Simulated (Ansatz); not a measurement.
# LiCl: the cost of one run

Program: Ansatz 0.2.0. Level of theory: DFT PBE, scalar-relativistic, plane waves, PAW. These are calculated values, not measurements.

1 further run of the same task is left out (it didn't finish).

### 1 The structure to begin with

It takes space group Pbam (No. 55, orthorhombic). The conventional cell has a = 6.553 Å, b = 9.038 Å, c = 3.149 Å, α = 90.00°, β = 90.00°, γ = 90.00°. Li (site symmetry m) has 4 Cl at 2.14 to 2.15 Å as nearest neighbours. Around Li (site symmetry 2/m) lie 4 Cl at 2.15 Å. Cl (site symmetry m) is surrounded by 4 Li at 2.14 to 2.15 Å. Cl (site symmetry 2/m) is surrounded by 4 Li at 2.15 Å.

As a file:

```cif
data_structure
_symmetry_space_group_name_H-M 'Pbam'
_symmetry_Int_Tables_number 55
_cell_length_a 6.5530
_cell_length_b 9.0378
_cell_length_c 3.1490
_cell_angle_alpha 90.000
_cell_angle_beta 90.000
_cell_angle_gamma 90.000
_cell_volume 186.50
loop_
_atom_site_label
_atom_site_type_symbol
_atom_site_symmetry_multiplicity
_atom_site_Wyckoff_symbol
_atom_site_fract_x
_atom_site_fract_y
_atom_site_fract_z
_atom_site_occupancy
Li1 Li 4 h 0.58691 0.64906 0.50000 1
Li2 Li 2 c 0.00000 0.50000 0.00000 1
Cl1 Cl 4 h 0.08691 0.35094 0.50000 1
Cl2 Cl 2 a 0.50000 0.50000 0.00000 1
```

Recipe of the guess: 4-connected net, two elements alternating (Pbam, No. 55). Lengths come from tabulated atomic sizes and are only a guess.

### 2 Probe: one point on a coarse mesh

input.yaml

```yaml
crystal:
  lattice:
    - [6.55301355, 0.0, 0.0]
    - [0.0, 9.03779983, 0.0]
    - [0.0, 0.0, 3.14896667]
  atoms:
    - { symbol: Li, position: [0.58691247, 0.64905969, 0.5] }
    - { symbol: Li, position: [0.41308753, 0.35094031, 0.5] }
    - { symbol: Li, position: [0.0, 0.5, 0.0] }
    - { symbol: Li, position: [0.08691247, 0.85094031, 0.5] }
    - { symbol: Li, position: [0.91308753, 0.14905969, 0.5] }
    - { symbol: Li, position: [0.5, 0.0, 0.0] }
    - { symbol: Cl, position: [0.08691247, 0.35094031, 0.5] }
    - { symbol: Cl, position: [0.91308753, 0.64905969, 0.5] }
    - { symbol: Cl, position: [0.5, 0.5, 0.0] }
    - { symbol: Cl, position: [0.58691247, 0.14905969, 0.5] }
    - { symbol: Cl, position: [0.41308753, 0.85094031, 0.5] }
    - { symbol: Cl, position: [0.0, 0.0, 0.0] }
basis:
  ecutwfc: 420
kpoints:
  mp_grid: { grid: [4, 2, 6] }
hamiltonian:
  xc: pbe
scf:
  occupations: { method: gaussian, width: 0.1 }
  lower_state_search: "off"
output:
  forces: true
  stress: true
  eigenvalues: true
```

Run with:

```
$ ansatz run input.yaml --threads 1 --pin off --max-ram 2560MiB --backend cpu --events-out ev --progress --plain --runs-dir out
```

Q: Estimate wall time and peak memory on 1 thread of Arm Neoverse V1, shared host.

About 12 s, with a peak of 0.45 GiB.
